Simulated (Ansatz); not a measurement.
Molecular dynamics on a 2×2×1 supercell (12 atoms) of SrCl2 (CdI2 type), relaxed with r2SCAN+rVV10. Forces come from PBE in the plane-wave code Ansatz: Langevin thermostat and barostat (NPT), 600 K, steps of 2 fs. Classical nuclei, no spin polarisation; a few dozen steps show the first response, not equilibrium. The structure comes from a prototype and may be hypothetical.

```yaml
crystal:
  lattice:
    - [8.814497811, 0.0, 0.0]
    - [-4.4072489055, 7.633579026, 0.0]
    - [0.0, 0.0, 5.5960650195]
  atoms:
    - { symbol: Sr, position: [0.0, 0.0, 0.0] }
    - { symbol: Cl, position: [0.1666666667, 0.3333333333, 0.2486950203] }
    - { symbol: Cl, position: [0.3333333333, 0.1666666667, 0.7513049797] }
    - { symbol: Sr, position: [0.0, 0.5, 0.0] }
    - { symbol: Cl, position: [0.1666666667, 0.8333333333, 0.2486950203] }
    - { symbol: Cl, position: [0.3333333333, 0.6666666667, 0.7513049797] }
    - { symbol: Sr, position: [0.5, 0.0, 0.0] }
    - { symbol: Cl, position: [0.6666666667, 0.3333333333, 0.2486950203] }
    - { symbol: Cl, position: [0.8333333333, 0.1666666667, 0.7513049797] }
    - { symbol: Sr, position: [0.5, 0.5, 0.0] }
    - { symbol: Cl, position: [0.6666666667, 0.8333333333, 0.2486950203] }
    - { symbol: Cl, position: [0.8333333333, 0.6666666667, 0.7513049797] }
kpoints:
  mp_grid: { grid: [3, 3, 2] }
hamiltonian:
  xc: pbe
scf:
  occupations: { method: fermi_dirac, width: 0.052 }
md:
  ensemble: npt_langevin
  temperature: 600
  timestep: 2.0
  n_steps: 30
  initial_velocities: maxwell_boltzmann
  seed: 1048
```

Command: `ansatz run input.yaml --threads 4 --pin off --max-ram 3686MiB --backend cpu --events-out ev --progress --plain --runs-dir out`.

Task: What wall time did it need on 4 threads of Arm Neoverse V1, on a shared host, and what peak of host memory did it reach?

Result: About 2.7 min, with a peak of 0.97 GiB.

Task: How do temperature and energy develop?

Result: The temperature starts at 550 K, is lowest at step 20 (224 K, 40 fs) and ends at 355 K. The thermostat hasn't had time to restore it. The atoms start on their lattice sites with kinetic energy alone, so much of it first passes into potential energy.
```tsv
step	t (fs)	T (K)	free energy F from step 0 (meV/atom)	kinetic energy (meV/atom)	pressure (GPa)	volume (Å³/atom)	largest force (eV/Å)
0	0	550	0.0	71.1	1.44	31.38	0.00
1	2	529	0.2	68.3	1.43	31.37	0.07
2	4	562	0.8	72.6	1.43	31.37	0.15
3	6	506	1.5	65.4	1.38	31.38	0.22
4	8	565	2.5	73.1	1.37	31.40	0.29
5	10	602	3.9	77.8	1.37	31.43	0.37
6	12	578	5.6	74.7	1.35	31.45	0.45
7	14	579	7.6	74.8	1.33	31.48	0.53
8	16	632	9.9	81.7	1.33	31.52	0.61
9	18	571	12.6	73.9	1.27	31.56	0.70
10	20	538	15.4	69.5	1.21	31.61	0.78
11	22	514	18.5	66.5	1.16	31.66	0.86
12	24	489	21.8	63.2	1.10	31.72	0.94
13	26	433	25.1	56.0	1.03	31.78	1.01
14	28	398	28.4	51.4	0.96	31.85	1.09
15	30	344	31.5	44.5	0.87	31.93	1.15
16	32	326	34.6	42.2	0.79	32.00	1.21
17	34	272	37.3	35.1	0.69	32.08	1.26
18	36	258	39.6	33.4	0.59	32.16	1.28
19	38	233	41.7	30.1	0.49	32.25	1.30
20	40	224	43.2	28.9	0.40	32.33	1.30
21	42	231	44.3	29.9	0.33	32.41	1.30
22	44	255	45.0	33.0	0.28	32.50	1.31
23	46	258	45.4	33.3	0.21	32.59	1.30
24	48	258	45.3	33.4	0.14	32.68	1.29
25	50	279	45.0	36.1	0.07	32.76	1.26
26	52	316	44.3	40.8	0.02	32.85	1.23
27	54	310	43.5	40.0	-0.05	32.93	1.20
28	56	308	42.6	39.8	-0.12	33.02	1.16
29	58	343	41.4	44.3	-0.15	33.11	1.12
30	60	355	39.8	45.9	-0.20	33.20	1.06
```

Positions (Å) and forces (eV/Å) at step 30:
```
cell (Å): 8.982 0.000 0.000; -4.491 7.779 0.000; 0.000 0.000 5.702
Sr  -0.129  -0.038  -0.108     0.987  -0.378  -0.079
Cl   0.010   2.455   1.436     0.058   0.207  -0.052
Cl   2.209   1.242   4.308     0.064   0.029   0.120
Sr  -2.179   3.954   0.256    -0.357  -0.048  -0.117
Cl  -2.345   6.540   1.565     0.182   0.019  -0.551
Cl  -0.004   5.215   4.334    -0.088  -0.062   0.250
Sr   4.492   0.063  -0.097     0.116  -0.029   0.285
Cl   4.569   2.498   1.527    -0.135  -0.008  -0.444
Cl   6.904   1.437   4.422    -0.717   0.211  -0.256
Sr   2.185   3.799  -0.009     0.290   0.114   0.196
Cl   2.445   6.515   1.375    -0.789  -0.290  -0.002
Cl   4.251   4.939   4.093     0.388   0.234   0.649
```
